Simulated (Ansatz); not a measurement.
GaN (Fm-3m), tetragonal deformation path

Method: DFT r2SCAN, scalar-relativistic, plane waves, PAW (Ansatz 0.2.0). Cutoff 500 eV, Γ-centred 12×12×12 k-points, Gaussian smearing of 0.05 eV. No spin polarisation. Energies are free energies at this smearing, counted from the undisturbed cell; pressure is positive in compression.

Reference structure (as given, not relaxed at this level; it stands at -8.5 GPa; this rock-salt form isn't the usual structure):

```xyz
2
Lattice="0.0000 2.1352 2.1352 2.1352 0.0000 2.1352 2.1352 2.1352 0.0000" Properties=species:S:1:pos:R:3 pbc="T T T"
Ga    0.0000    0.0000    0.0000
N     2.1352    2.1352    2.1352
```

At fixed volume and fractional coordinates, lengths along (0.000, 0.000, 1.000) are scaled against those across it; ρ is that ratio over its starting value. At -8 GPa the given cell is far from its own equilibrium, so these figures belong to a strongly strained crystal.

| ρ | ΔE (meV/atom) |
| --- | --- |
| 0.650 | 1068.6 |
| 0.707 | 568.0 |
| 0.780 | 239.6 |
| 0.850 | 88.9 |
| 0.920 | 21.1 |
| 0.960 | 4.8 |
| 1.000 | 0.0 |
| 1.050 | 6.5 |
| 1.100 | 24.4 |
| 1.200 | 89.2 |
| 1.300 | 191.0 |
| 1.414 | 356.8 |
| 1.500 | 522.1 |

(1) Predict the pressure (GPa) at each point.

Answers

(1)
| ρ | pressure (GPa) |
| --- | --- |
| 0.650 | 77.3 |
| 0.707 | 43.0 |
| 0.780 | 16.0 |
| 0.850 | 1.5 |
| 0.920 | -5.9 |
| 0.960 | -7.9 |
| 1.000 | -8.5 |
| 1.050 | -7.6 |
| 1.100 | -5.3 |
| 1.200 | 2.8 |
| 1.300 | 14.8 |
| 1.414 | 32.2 |
| 1.500 | 47.4 |

Cost: 13 runs of about 1.6 core-minutes in all, on Intel Xeon Processor @ 2.70GHz (shared hosts).